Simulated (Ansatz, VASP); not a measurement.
**I: VASP beside Ansatz**

```
CELL_PARAMETERS angstrom
3.72585 0.00000 0.00000
-1.86292 3.22668 0.00000
0.00000 0.00000 2.40029
ATOMIC_POSITIONS crystal
I 0.00000 0.00000 0.00000
```

Alike in both runs: task relaxation of shape and atoms at fixed volume; functional PBE; k mesh 12 × 12 × 12; occupations fermi-dirac, width 0.08 eV; no spin polarisation.

|  | VASP | Ansatz |
| --- | --- | --- |
| version | VASP 6.6.1 | Ansatz 0.2.0 |
| potentials or method | VASP PAW PBE potentials, release 64 (I) | PAW with Ansatz's default frozen-core files, scalar-relativistic |
| plane-wave cutoff (eV) | 600 | 420 |
| valence electrons in the cell | 7 | 17 |

|  | VASP | Ansatz | Ansatz less VASP |
| --- | --- | --- | --- |
| relaxed volume (Å³/atom) | 28.86 | 28.86 | 0.000 |
| relaxed cell length with the largest relative difference (Å) | 2.878 | 2.881 | +0.0030 |
| energy change over the relaxation (meV/atom) | -1320 | -1330 | -10.0 |

The two sets of potentials don't hold the same shells in valence.

Caveats: an odd number of electrons without spin polarisation forces a metal; a magnetic or distorted state may lie lower. Spin-orbit coupling is left out, which matters for the levels of I.
